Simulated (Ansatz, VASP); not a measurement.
This is a calculation of Sb for VASP 6.6.1.

The input INCAR:

```
PREC = Accurate
ENCUT = 600
EDIFF = 1E-7
ISMEAR = -1
SIGMA = 0.05
LREAL = False
LASPH = True
NELM = 60
ALGO = Normal
ISIF = 3
LWAVE = False
LCHARG = False
GGA = CA
IBRION = 2
NSW = 60
EDIFFG = -0.01
```

File KPOINTS:

```
regular mesh
0
Gamma
  8 8 8
```

File POSCAR:

```
Sb
1.0
    2.1542000000      1.2437279499      3.7580000000
   -2.1542000000      1.2437279499      3.7580000000
    0.0000000000     -2.4874558998      3.7580000000
Sb
2
Direct
    0.7665100000      0.7665100000      0.7665100000
    0.2334900000      0.2334900000      0.2334900000
```

Potentials or basis: VASP PAW LDA potentials, release 64 (Sb).

Run with:

```bash
$ cat potpaw_LDA.64/Sb/POTCAR > POTCAR
$ mpirun -np 1 vasp_std > vasp.out
```

Question: Translate it to Ansatz 0.2.0. Potentials there: Ansatz PAW.

Answer: As run (the cutoff follows the program's own potentials):

File input.yaml:

```yaml
crystal:
  lattice:
    - [2.1542, 1.2437279499, 3.758]
    - [-2.1542, 1.2437279499, 3.758]
    - [0.0, -2.4874558998, 3.758]
  atoms:
    - { symbol: Sb, position: [0.76651, 0.76651, 0.76651] }
    - { symbol: Sb, position: [0.23349, 0.23349, 0.23349] }
hamiltonian:
  xc: lda
  pseudopotentials: { kind: paw }
kpoints:
  mp_grid: { grid: [8, 8, 8] }
scf:
  occupations: { method: fermi_dirac, width: 0.05 }
output:
  forces: true
  stress: true
relax:
  f_tol: 0.01
  max_steps: 40
  cell: { stress_tol: 0.05 }
```

Potentials or basis: Ansatz PAW.

Command:

```console
$ ansatz run input.yaml --threads 2 --pin off --max-ram 5120MiB --backend cpu --events-out ev --progress --plain --runs-dir out
```

Both were run:

|  | VASP | Ansatz | Ansatz less VASP |
| --- | --- | --- | --- |
| relaxed volume (Å³/atom) | 29.27 | 29.24 | -0.032 |
| relaxed cell length with the largest relative difference (Å) | 4.417 | 4.418 | +0.0017 |
| energy change over the relaxation (meV/atom) | -5 | -5 | +0.3 |

The two sets of potentials don't hold the same shells in valence.

Caveats: the plane-wave basis is chosen anew once the cell has moved, so the energies of steps on either side of that aren't comparable (Ansatz); the PAW data sets come from PBE, with cores solved anew for the run's functional, which leaves a small shift of forces and pressure (Ansatz). Spin-orbit coupling is left out, which matters for the levels of Sb. Zero-point motion and thermal expansion aren't in these numbers. LDA usually gives volumes a few per cent too small.
